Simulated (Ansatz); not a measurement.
# W: energy and pressure over a range of volumes, part 1 of 2

How stiff is W, and at what volume does the pressure vanish? The cell is scaled evenly, atoms carried along, and solved with LAPW, PAW and all-electron datasets made for the crystal.

This is W in the fcc structure; at room conditions it is bcc.

Computed with Ansatz 0.2.0 (DFT PBE, scalar-relativistic, unless a step's input says otherwise).

## 1. Starting point

Symmetry: Fm-3m, No. 225, cubic system. The conventional cell has a = 4.060 Å, b = 4.060 Å, c = 4.060 Å, α = 90.00°, β = 90.00°, γ = 90.00°. Around W (site symmetry m-3m) lie 12 W at 2.87 Å.

Structure file:

```cif
data_structure
_symmetry_space_group_name_H-M 'Fm-3m'
_symmetry_Int_Tables_number 225
_cell_length_a 4.0600
_cell_length_b 4.0600
_cell_length_c 4.0600
_cell_angle_alpha 90.000
_cell_angle_beta 90.000
_cell_angle_gamma 90.000
_cell_volume 66.92
loop_
_atom_site_label
_atom_site_type_symbol
_atom_site_symmetry_multiplicity
_atom_site_Wyckoff_symbol
_atom_site_fract_x
_atom_site_fract_y
_atom_site_fract_z
_atom_site_occupancy
W1 W 4 a 0.00000 0.00000 0.00000 1
```

The file gives the conventional cell by its symmetry; the runs use the cell typed in the input.

Structure: COD 1534935, as refined from experiment and not relaxed.

## 2. Volume × 0.95, LAPW

The input, input.yaml:

```yaml
crystal:
  lattice:
    - [0.0, 1.9955865722, 1.9955865722]
    - [1.9955865722, 0.0, 1.9955865722]
    - [1.9955865722, 1.9955865722, 0.0]
  atoms:
    - { symbol: W, position: [0.0, 0.0, 0.0] }
kpoints:
  mp_grid: { grid: [14, 14, 14] }
scf:
  occupations: { method: fermi_dirac, width: 0.05 }
hamiltonian:
  xc: pbe
  pseudopotentials: { kind: all_electron, lapw: { basis_error: 0.00025 } }
output:
  forces: true
  stress: true
  eigenvalues: true
```

Run with:

```console
$ ansatz run input.yaml --threads 1 --pin off --max-ram 2048MiB --backend cpu --events-out ev --progress --plain --runs-dir out
```

Standard output, cut to the lines that bear on the results:

```text
LAPW: plane waves up to 8.994 Å⁻¹, error target 2.5e-4 eV per atom; small_component_spin mean_spin; W in spheres of 1.411 Å, 44 of its electrons in bands, Dirac shells []
[...]
Pseudopotentials: kind: all_electron
Pseudopotential: W, LAPW, valence charge 44, Koelling and Harmon's equation, gaussian nucleus
Functional definition: PBE
[...]
Crystal: 1 atoms, lattice volume = 15.894 Å³
Basis set: ecut = 308.22217789921365 eV, 181 PW (Γ), exchange–correlation at level 2
Bands: 27, of which v1, the nominal top of the filled ones, is band 22 counted from 1 (21 counted from 0)
Symmetry: 48 space group operations
Space group: Fm-3m (ITA 225), of the structure as read, at distance tolerance 2.5e-5 Å
k-points: 104 of 2744
[...]
SCF iter   1: F=—  HF=-439201.905509 eV  |F-HF|=—  |Δ(HF+E_count)|=         —  Δρ=3.10e-2  dr2=7.82e-2  ethr=1.77e-4  ⟨swp⟩=3.0  Hψ=17302  notcnv=0
[...]
the basis was enlarged: its passes take 1.4 MiB over the memory plan, 1 of 1 planned eigensolver slots
[...]
SCF iter   8: F=-439201.724726 eV  HF=-439201.724726 eV  |F-HF|=1.78e-8  |Δ(HF+E_count)|=   2.22e-7  Δρ=2.45e-5  dr2=8.44e-8  ethr=3.71e-9  ⟨swp⟩=2.0  Hψ=8242  notcnv=0
[...]
SCF converged after 8 iterations
Free energy (F): -439201.724726 eV
[...]
E sigma→0 (E₀):  -439201.719766 eV
Entropy (-TS):   -0.009921 eV (-9.921 meV/atom)
Fermi energy:    28.572021 eV
[...]
--- Forces (eV/Å), atoms counted from 1 ---
  atom   1  W     -0.00000000     0.00000000     0.00000000
[...]
--- Stress (GPa, compression-positive) ---
       10.498240       0.000000       0.000000
        0.000000      10.498240       0.000000
        0.000000       0.000000      10.498240
  P = ⅓ Tr σ = 10.4982 GPa (104.982 kbar)
--- Band table (eV; the first three rows and the last of 104) ---
  k-point 0: bands = ["-388.8573", "-388.8573", "-388.8573", "-203.9282", "-203.9282", "-203.9054", "-203.9054", "-203.9054", "-44.9447", "-8.5718", "-8.5718", "-8.5718", "0.8913", "0.8913", "0.8913", "0.9027", "0.9459", "0.9459", "0.9459", "19.4479", "27.9920", "27.9920", "27.9920", [...]
[...]
```

It took 16 s on 1 thread of Arm Neoverse V2, shared host; peak memory 0.36 GiB.

This run gives: pressure 10.50 GPa; no gap.

## 3. Volume × 0.95, PAW

input.yaml: that of step 2 with these lines changed.

```diff
@@ -13,3 +13,3 @@
   xc: pbe
-  pseudopotentials: { kind: all_electron, lapw: { basis_error: 0.00025 } }
+  pseudopotentials: { kind: paw }
 output:
@@ -18 +18,2 @@
   eigenvalues: true
+  efg: { contact_densities: true }
```

Run with:

```console
$ ansatz run input.yaml --threads 1 --pin off --max-ram 2048MiB --backend cpu --events-out ev --progress --plain --runs-dir out
```

Standard output, cut to the lines that bear on the results:

```text
W: output.efg is read without spin–orbit coupling, which moves field gradients at and beside such atoms by some per cent and up to a factor of two; PAW files take it under magnetization.noncollinear and magnetization.spin_orbit
[...]
Pseudopotentials: kind: paw
Pseudopotential: W, paw, valence charge 14, recommended cutoff 420 eV (normal)
[... 1 set-up line as earlier in the session ...]
[...]
Crystal: 1 atoms, lattice volume = 15.894 Å³
Basis set: ecut = 420 eV, 331 PW (Γ), exchange–correlation on 40×40×40 points (8 copies of the dense FFT grid, shifted against one another)
Bands: 11, of which v1, the nominal top of the filled ones, is band 7 counted from 1 (6 counted from 0)
[... 2 set-up lines as earlier in the session ...]
k-points: 104 of 2744
[...]
SCF converged after 6 iterations
Free energy (F): -10384.327635 eV
[...]
E sigma→0 (E₀):  -10384.322676 eV
Entropy (-TS):   -0.009916 eV (-9.916 meV/atom)
Fermi energy:    22.057088 eV
[...]
--- Forces (eV/Å), atoms counted from 1 ---
  atom   1  W      0.00000000     0.00000000     0.00000000
[...]
--- Stress (GPa, compression-positive) ---
       10.446501      -0.000000       0.000000
       -0.000000      10.446501       0.000000
        0.000000      -0.000000      10.446501
  P = ⅓ Tr σ = 10.4465 GPa (104.465 kbar)
--- PAW observables at the nuclei: V_zz in 10²¹ V/m², potentials from the cell's mean, atoms counted from 1 ---
  atom   1  W  V_zz =    +0.000000   η = 0.0000   by run symmetry: forbidden
            electrostatic potential = -14821.594772 V   contact ρ = 8822125.956734 e/Å³
--- Band table (eV; the first three rows and the last of 104) ---
  k-point 0: bands = ["-51.4492", "-15.0748", "-15.0748", "-15.0748", "12.9339", "21.4772", "21.4772", "21.4772", "24.7527", "24.7527", "34.9105"]
[...]
```

It took 2.1 s on 1 thread of Arm Neoverse V2, shared host; peak memory 0.32 GiB.

Result: pressure 10.45 GPa; no gap.

## 4. Volume × 0.95, crystal datasets

input.yaml: that of step 3 with these lines changed.

```diff
@@ -13,3 +13,3 @@
   xc: pbe
-  pseudopotentials: { kind: paw }
+  pseudopotentials: { kind: all_electron, datasets: crystal }
 output:
```

Run with:

```console
$ ansatz run input.yaml --threads 1 --pin off --max-ram 2048MiB --backend cpu --events-out ev --progress --plain --runs-dir out
```

Standard output, cut to the lines that bear on the results:

```text
[...]
W: output.efg is read without spin–orbit coupling, which moves field gradients at and beside such atoms by some per cent and up to a factor of two; PAW files take it under magnetization.noncollinear and magnetization.spin_orbit
[...]
[... 1 set-up line as earlier in the session ...]
Pseudopotential: W, paw, valence charge 28, recommended cutoff 300 eV (normal), Koelling and Harmon's equation, gaussian nucleus
[... 1 set-up line as earlier in the session ...]
[...]
Crystal: 1 atoms, lattice volume = 15.894 Å³
Basis set: ecut = 300 eV, 169 PW (Γ), exchange–correlation on 32×32×32 points (8 copies of the dense FFT grid, shifted against one another)
Bands: 7, of which v1, the nominal top of the filled ones, is band 3 counted from 1 (2 counted from 0)
[... 2 set-up lines as earlier in the session ...]
k-points: 104 of 2744
[...]
Fermi energy:    28.572000 eV
[...]
  The terms above E_closure are by the made datasets' own strengths, without shells solved beside the bands.
--- Forces (eV/Å), atoms counted from 1 ---
  atom   1  W     -0.00000000    -0.00000000    -0.00000000
[...]
--- Stress (GPa, compression-positive) ---
       10.500230      -0.000000       0.000000
       -0.000000      10.500230      -0.000000
        0.000000       0.000000      10.500230
  P = ⅓ Tr σ = 10.5002 GPa (105.002 kbar)
  It holds what live shells' own plane waves past their cutoff add
--- PAW observables at the nuclei: V_zz in 10²¹ V/m², potentials from the cell's mean, atoms counted from 1 ---
  atom   1  W  V_zz =    +0.000000   η = 0.0000   by run symmetry: forbidden
            electrostatic potential = -14821.490691 V   contact ρ = 8817788.952471 e/Å³
--- Band table (eV; the first three rows and the last of 104) ---
  k-point 0: bands = ["19.4479", "27.9920", "27.9920", "27.9920", "31.2671"]
[...]
```

Wall time 6.3 s (1 thread of Arm Neoverse V2, shared host); peak memory 0.38 GiB.

This run gives: pressure 10.50 GPa; no gap.

## 5. Volume × 0.975, LAPW

The input, input.yaml:

```yaml
crystal:
  lattice:
    - [0.0, 2.0129403699, 2.0129403699]
    - [2.0129403699, 0.0, 2.0129403699]
    - [2.0129403699, 2.0129403699, 0.0]
  atoms:
    - { symbol: W, position: [0.0, 0.0, 0.0] }
kpoints:
  mp_grid: { grid: [14, 14, 14] }
scf:
  occupations: { method: fermi_dirac, width: 0.05 }
hamiltonian:
  xc: pbe
  pseudopotentials: { kind: all_electron, lapw: { basis_error: 0.00025 } }
output:
  forces: true
  stress: true
  eigenvalues: true
```

Run with:

```console
$ ansatz run input.yaml --threads 1 --pin off --max-ram 2048MiB --backend cpu --events-out ev --progress --plain --runs-dir out
```

Standard output, cut to the lines that bear on the results:

```text
LAPW: plane waves up to 8.893 Å⁻¹, error target 2.5e-4 eV per atom; small_component_spin mean_spin; W in spheres of 1.423 Å, 44 of its electrons in bands, Dirac shells []
[...]
[... 3 set-up lines as earlier in the session ...]
[...]
Crystal: 1 atoms, lattice volume = 16.313 Å³
Basis set: ecut = 301.3192753226477 eV, 181 PW (Γ), exchange–correlation at level 2
Bands: 27, of which v1, the nominal top of the filled ones, is band 22 counted from 1 (21 counted from 0)
[... 2 set-up lines as earlier in the session ...]
k-points: 104 of 2744
[...]
SCF iter   1: F=—  HF=-439201.930714 eV  |F-HF|=—  |Δ(HF+E_count)|=         —  Δρ=3.09e-2  dr2=8.09e-2  ethr=1.83e-4  ⟨swp⟩=3.0  Hψ=17294  notcnv=0
[...]
the basis was enlarged: its passes take 1.4 MiB over the memory plan, 1 of 1 planned eigensolver slots
[...]
SCF iter   8: F=-439201.741442 eV  HF=-439201.741442 eV  |F-HF|=1.86e-8  |Δ(HF+E_count)|=   2.33e-7  Δρ=2.47e-5  dr2=9.05e-8  ethr=3.97e-9  ⟨swp⟩=2.0  Hψ=8245  notcnv=0
[...]
SCF converged after 8 iterations
Free energy (F): -439201.741442 eV
[...]
E sigma→0 (E₀):  -439201.736306 eV
Entropy (-TS):   -0.010272 eV (-10.272 meV/atom)
Fermi energy:    27.765192 eV
[...]
--- Forces (eV/Å), atoms counted from 1 ---
  atom   1  W     -0.00000000     0.00000000    -0.00000000
[...]
--- Stress (GPa, compression-positive) ---
        2.483987       0.000000       0.000000
        0.000000       2.483987       0.000000
        0.000000       0.000000       2.483987
  P = ⅓ Tr σ = 2.4840 GPa (24.840 kbar)
--- Band table (eV; the first three rows and the last of 104) ---
[... band rows left out ...]
[...]
```

It took 17 s on 1 thread of Arm Neoverse V2, shared host; peak memory 0.36 GiB.

This run gives: pressure 2.48 GPa; no gap.

## 6. Volume × 0.975, PAW

input.yaml: that of step 5 with these lines changed.

```diff
@@ -13,3 +13,3 @@
   xc: pbe
-  pseudopotentials: { kind: all_electron, lapw: { basis_error: 0.00025 } }
+  pseudopotentials: { kind: paw }
 output:
@@ -18 +18,6 @@
   eigenvalues: true
+  efg: { contact_densities: true }
+  write_density: true
+  write_potential: true
+  elf: true
+  volumetric_format: npy
```

Run with:

```console
$ ansatz run input.yaml --threads 1 --pin off --max-ram 2048MiB --backend cpu --events-out ev --progress --plain --runs-dir out
```

Standard output, cut to the lines that bear on the results:

```text
W: output.efg is read without spin–orbit coupling, which moves field gradients at and beside such atoms by some per cent and up to a factor of two; PAW files take it under magnetization.noncollinear and magnetization.spin_orbit
[...]
[... 3 set-up lines as earlier in the session ...]
[...]
Crystal: 1 atoms, lattice volume = 16.313 Å³
Basis set: ecut = 420 eV, 331 PW (Γ), exchange–correlation on 40×40×40 points (8 copies of the dense FFT grid, shifted against one another)
Bands: 11, of which v1, the nominal top of the filled ones, is band 7 counted from 1 (6 counted from 0)
[... 2 set-up lines as earlier in the session ...]
k-points: 104 of 2744
[...]
SCF converged after 6 iterations
Free energy (F): -10384.344186 eV
[...]
E sigma→0 (E₀):  -10384.339051 eV
Entropy (-TS):   -0.010269 eV (-10.269 meV/atom)
Fermi energy:    21.416593 eV
[...]
--- Forces (eV/Å), atoms counted from 1 ---
  atom   1  W      0.00000000     0.00000000     0.00000000
[...]
--- Stress (GPa, compression-positive) ---
        2.402582       0.000000       0.000000
        0.000000       2.402582       0.000000
        0.000000       0.000000       2.402582
  P = ⅓ Tr σ = 2.4026 GPa (24.026 kbar)
--- PAW observables at the nuclei: V_zz in 10²¹ V/m², potentials from the cell's mean, atoms counted from 1 ---
  atom   1  W  V_zz =    +0.000000   η = 0.0000   by run symmetry: forbidden
            electrostatic potential = -14820.652248 V   contact ρ = 8822118.180569 e/Å³
--- Band table (eV; the first three rows and the last of 104) ---
  k-point 0: bands = ["-52.1428", "-15.8047", "-15.8047", "-15.8047", "12.4223", "20.8657", "20.8657", "20.8657", "24.0217", "24.0217", "34.2315"]
[...]
```

Run time: 2.7 s. Hardware: 1 thread of Arm Neoverse V2, shared host; peak memory 0.34 GiB.

Read from it: pressure 2.40 GPa; no gap.

(Continued in part 2 of 2.)
